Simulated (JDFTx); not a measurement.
# ZnS (F-43m) in JDFTx: reference runs

Reference runs on ZnS: the cell as given.

All numbers are computed with JDFTx 1.7.0 (patched build); they aren't measurements. Logs are shortened: lines on timing, memory, paths and dates and some standing lists are left out, and cuts for length are marked. The log counts tension as positive stress, the text compression.

**Measured values to compare with.**

From “Electronic, vibrational, and thermodynamic properties of ZnS (zincblende and rocksalt structure)”, 2009, arxiv:0911.5022, for a bulk crystal of ZnS at 19 K: band gap 3.85 eV (direct).

The results are compared with them further down.

## 1. The crystal as given

It takes space group F-43m (No. 216, cubic). Conventional cell: a = 5.404 Å, b = 5.404 Å, c = 5.404 Å, α = 90.00°, β = 90.00°, γ = 90.00°. Around Zn (site symmetry -43m) lie 4 S at 2.34 Å. S (site symmetry -43m) is surrounded by 4 Zn at 2.34 Å.

## 2. Single point, PBEsol

Input file ZnS.in:

```
lattice \
    0.0000000000     5.1060399887     5.1060399887 \
    5.1060399887     0.0000000000     5.1060399887 \
    5.1060399887     5.1060399887     0.0000000000
coords-type Lattice
ion Zn     0.7500000000     0.7500000000     0.7500000000 1
ion S      0.0000000000     0.0000000000     0.0000000000 1

ion-species pseudo/Zn.upf
ion-species pseudo/S.upf
elec-cutoff 42 336
elec-ex-corr gga-PBEsol
kpoint-folding 9 9 9
elec-smearing Fermi 0.0018374661
elec-n-bands 19
electronic-SCF nIterations 100 energyDiffThreshold 1e-09
electronic-minimize nIterations 30 energyDiffThreshold 1e-7
converge-empty-states yes
forces-output-coords Cartesian

dump-name run.$VAR
dump End Ecomponents EigStats BandEigs Kpoints Forces Stress ElecDensity Dtot KEdensity
```

Potentials or basis: PseudoDojo-SR-PBEsol-0.4.1-standard with smoothed tails.

Started as:

```
jdftx -c 1 -i ZnS.in -o ZnS.out
```

What it wrote:

```text
*************** JDFTx 1.7.0 (patched build) ***************

Input parsed successfully to the following command list (including defaults):
[... the input with its defaults ...]

---------- Setting up symmetries ----------

Found 48 point-group symmetries of the bravais lattice
Found 24 space-group symmetries with basis
Applied RMS atom displacement 0 bohrs to make symmetries exact.

---------- Initializing the Grid ----------
R =
[            0      5.10604      5.10604  ]
[      5.10604            0      5.10604  ]
[      5.10604      5.10604            0  ]
unit cell volume = 266.246
G =
[   -0.61527    0.61527    0.61527  ]
[    0.61527   -0.61527    0.61527  ]
[    0.61527    0.61527   -0.61527  ]
Minimum fftbox size, Smin = [  60  60  60  ]
Chosen fftbox size, S = [  60  60  60  ]

---------- Initializing tighter grid for wavefunction operations ----------
R =
[            0      5.10604      5.10604  ]
[      5.10604            0      5.10604  ]
[      5.10604      5.10604            0  ]
unit cell volume = 266.246
G =
[   -0.61527    0.61527    0.61527  ]
[    0.61527   -0.61527    0.61527  ]
[    0.61527    0.61527   -0.61527  ]
Minimum fftbox size, Smin = [  44  44  44  ]
Chosen fftbox size, S = [  48  48  48  ]

---------- Exchange Correlation functional ----------
Initalized PBEsol GGA exchange.
Initalized PBEsol GGA correlation.

---------- Setting up pseudopotentials ----------
Width of ionic core gaussian charges (only for fluid interactions / plotting) set to 0

Reading pseudopotential file 'pseudo/Zn.upf':
  'Zn' pseudopotential, 'PBESOL' functional
  Generated using ONCVPSP code by D. R. Hamann
  20 valence electrons, 4 orbitals, 6 projectors, 1001 radial grid points, with lMax = 2
    3S    l: 0   occupation:  2.0   eigenvalue: -4.737836
    3P    l: 1   occupation:  6.0   eigenvalue: -3.059602
    3D    l: 2   occupation: 10.0   eigenvalue: -0.373698
    4S    l: 0   occupation:  2.0   eigenvalue: -0.220431
  Core radius for overlap checks: 1.79 bohrs.

Reading pseudopotential file 'pseudo/S.upf':
  'S' pseudopotential, 'PBESOL' functional
  Generated using ONCVPSP code by D. R. Hamann
  6 valence electrons, 2 orbitals, 6 projectors, 1001 radial grid points, with lMax = 2
    3S    l: 0   occupation:  2.0   eigenvalue: -0.631879
    3P    l: 1   occupation:  4.0   eigenvalue: -0.256451
  Core radius for overlap checks: 1.58 bohrs.

Initialized 2 species with 2 total atoms.

Folded 1 k-points by 9x9x9 to 729 k-points.

---------- Setting up k-points, bands, fillings ----------
Adding inversion symmetry to k-mesh for non-inversion-symmetric unit cell.
Reduced to 35 k-points under symmetry.
Computing the number of bands and number of electrons
Calculating initial fillings.
nElectrons:  26.000000   nBands: 19   nStates: 35

----- Setting up reduced wavefunction bases (one per k-point) -----
average nbasis = 3461.069 , ideal nbasis = 3461.390

---------- Setting up ewald sum ----------
Optimum gaussian width for ewald sums = 2.319075 bohr.
Real space sum over 1331 unit cells with max indices [  5  5  5  ]
Reciprocal space sum over 2197 terms with max indices [  6  6  6  ]

---------- Allocating electronic variables ----------
Initializing wave functions:  linear combination of atomic orbitals
Note: number of bands (19) exceeds available atomic orbitals (14)
Zn pseudo-atom occupations:   s ( 2 2 )  p ( 6 )  d ( 10 )
S pseudo-atom occupations:   s ( 2 )  p ( 4 )
	FillingsUpdate:  mu: +0.348189571  nElectrons: 26.000000
LCAOMinimize: Iter:   0  F: -216.6887217535140735  |grad|_K:  2.687e-03  alpha:  1.000e+00
	FillingsUpdate:  mu: +0.321862795  nElectrons: 26.000000
LCAOMinimize: Iter:   1  F: -216.7151815927516907  |grad|_K:  4.532e-05  alpha:  5.613e-01  linmin: -1.174e-01  cgtest:  4.771e-01
LCAOMinimize: Encountered beta<0, resetting CG.
	FillingsUpdate:  mu: +0.321757395  nElectrons: 26.000000
LCAOMinimize: Iter:   2  F: -216.7151921872234368  |grad|_K:  1.112e-05  alpha:  8.165e-01  linmin: -5.287e-04  cgtest:  4.057e-03
	FillingsUpdate:  mu: +0.321861146  nElectrons: 26.000000
LCAOMinimize: Iter:   3  F: -216.7151927052468636  |grad|_K:  1.136e-06  alpha:  6.632e-01  linmin: -2.252e-04  cgtest: -9.380e-03
	FillingsUpdate:  mu: +0.321851745  nElectrons: 26.000000
LCAOMinimize: Iter:   4  F: -216.7151927117894843  |grad|_K:  5.255e-08  alpha:  8.014e-01  linmin:  2.907e-03  cgtest: -2.150e-02
LCAOMinimize: Converged (|Delta F|<1.000000e-06 for 2 iters).

-------- Electronic minimization -----------
Will mix electronic density at each iteration.
	FillingsUpdate:  mu: +0.321851745  nElectrons: 26.000000
	FillingsUpdate:  mu: +0.312367212  nElectrons: 26.000000
SCF: Cycle:  0   F: -216.788029149472777   dF: -7.284e-02   |Residual|: 1.015e-01   |deigs|: 1.213e-01
	FillingsUpdate:  mu: +0.303354009  nElectrons: 26.000000
SCF: Cycle:  1   F: -216.801387512792843   dF: -1.336e-02   |Residual|: 3.837e-02   |deigs|: 1.729e-02
	FillingsUpdate:  mu: +0.300000000  nElectrons: 26.000000
SCF: Cycle:  2   F: -216.802233368238319   dF: -8.459e-04   |Residual|: 1.110e-02   |deigs|: 3.684e-03
	FillingsUpdate:  mu: +0.300000000  nElectrons: 26.000000
SCF: Cycle:  3   F: -216.802257895055504   dF: -2.453e-05   |Residual|: 3.334e-03   |deigs|: 1.650e-03
	FillingsUpdate:  mu: +0.300000000  nElectrons: 26.000000
SCF: Cycle:  4   F: -216.802262924862049   dF: -5.030e-06   |Residual|: 9.525e-04   |deigs|: 1.333e-03
	FillingsUpdate:  mu: +0.300000000  nElectrons: 26.000000
SCF: Cycle:  5   F: -216.802263529070075   dF: -6.042e-07   |Residual|: 4.327e-04   |deigs|: 3.998e-04
	FillingsUpdate:  mu: +0.300000000  nElectrons: 26.000000
SCF: Cycle:  6   F: -216.802263728328541   dF: -1.993e-07   |Residual|: 1.292e-04   |deigs|: 2.425e-04
	FillingsUpdate:  mu: +0.300000000  nElectrons: 26.000000
SCF: Cycle:  7   F: -216.802263778492801   dF: -5.016e-08   |Residual|: 6.578e-05   |deigs|: 1.623e-04
	FillingsUpdate:  mu: +0.300000000  nElectrons: 26.000000
SCF: Cycle:  8   F: -216.802263796359824   dF: -1.787e-08   |Residual|: 4.039e-05   |deigs|: 2.284e-04
	FillingsUpdate:  mu: +0.300000000  nElectrons: 26.000000
SCF: Cycle:  9   F: -216.802263802801036   dF: -6.441e-09   |Residual|: 1.570e-05   |deigs|: 1.033e-04
	FillingsUpdate:  mu: +0.300000000  nElectrons: 26.000000
SCF: Cycle: 10   F: -216.802263805120816   dF: -2.320e-09   |Residual|: 4.992e-06   |deigs|: 9.277e-05
	FillingsUpdate:  mu: +0.300000000  nElectrons: 26.000000
SCF: Cycle: 11   F: -216.802263805908638   dF: -7.878e-10   |Residual|: 3.921e-06   |deigs|: 9.060e-05
	FillingsUpdate:  mu: +0.300000000  nElectrons: 26.000000
SCF: Cycle: 12   F: -216.802263806234890   dF: -3.263e-10   |Residual|: 7.856e-07   |deigs|: 1.068e-04
SCF: Converged (|Delta E|<1.000000e-09 for 2 iters).

Setting wave functions to eigenvectors of Hamiltonian
Converging empty states (this may take a while): |deigs|: 7.792e-04

# Stress tensor in Cartesian coordinates [Eh/a0^3]:
[  6.88141e-05            0            0  ]
[            0  6.88141e-05            0  ]
[            0            0  6.88141e-05  ]

# Ionic positions in lattice coordinates:
ion Zn   0.750000000000000   0.750000000000000   0.750000000000000 1
ion S   0.000000000000000   0.000000000000000   0.000000000000000 1

# Forces in Cartesian coordinates:
force Zn   0.000000000000000   0.000000000000000  -0.000000000000000 1
force S  -0.000000000000000  -0.000000000000000   0.000000000000000 1

# Energy components:
   Eewald =     -107.2976564015457797
       EH =       92.1704873598460921
     Eloc =     -229.1497114544647502
      Enl =      -46.5001895504449294
      Exc =      -25.4081418094230038
 Exc_core =        3.1912310890544955
       KE =       96.1917169607456941
-------------------------------------
     Etot =     -216.8022638062321903
       TS =        0.0000000000027060
-------------------------------------
        F =     -216.8022638062348904

IonicMinimize: Iter:   0  F: -216.802263806234890  |grad|_K:  1.155e-35
IonicMinimize: Converged (|grad|_K<1.000000e-04).

#--- Lowdin population analysis ---
# oxidation-state Zn +1.256
# oxidation-state S -1.038

Dumping 'run.eigStats' ...
	eMin: -4.313895 at state 0 ( [ +0.000000 +0.000000 +0.000000 ] spin 0 )
	HOMO: +0.264800 at state 0 ( [ +0.000000 +0.000000 +0.000000 ] spin 0 )
	mu  : +0.300000
	LUMO: +0.337408 at state 0 ( [ +0.000000 +0.000000 +0.000000 ] spin 0 )
	eMax: +0.771793 at state 32 ( [ +0.111111 +0.444444 -0.444444 ] spin 0 )
	HOMO-LUMO gap: +0.072609
	Optical gap  : +0.072609 at state 0 ( [ +0.000000 +0.000000 +0.000000 ] spin 0 )
Done!
[note: the Lowdin charges miss the electrons that lie outside the files' atomic orbitals]
[note: mu as printed may lie anywhere between the filled and the empty levels]
```

It took 2.9 min on 1 thread of Arm Neoverse V1, shared host; peak memory 0.16 GiB.

Results:

```
Free energy            : -5899.4901 eV
Pressure               : -2.0 GPa
Band gap on the k mesh : 1.98 eV, direct
```

## 3. How close it comes

Step 2. Measured gap of ZnS: 3.85 eV (direct; 19 K; quoted in “Electronic, vibrational, and thermodynamic properties of ZnS (zincblende and rocksalt structure)”, 2009, arxiv:0911.5022). This calculation gives 1.98 eV (-1.87 eV). The value is that of PBEsol, without temperature or zero-point motion. Semilocal functionals fall short of measured gaps as a rule.
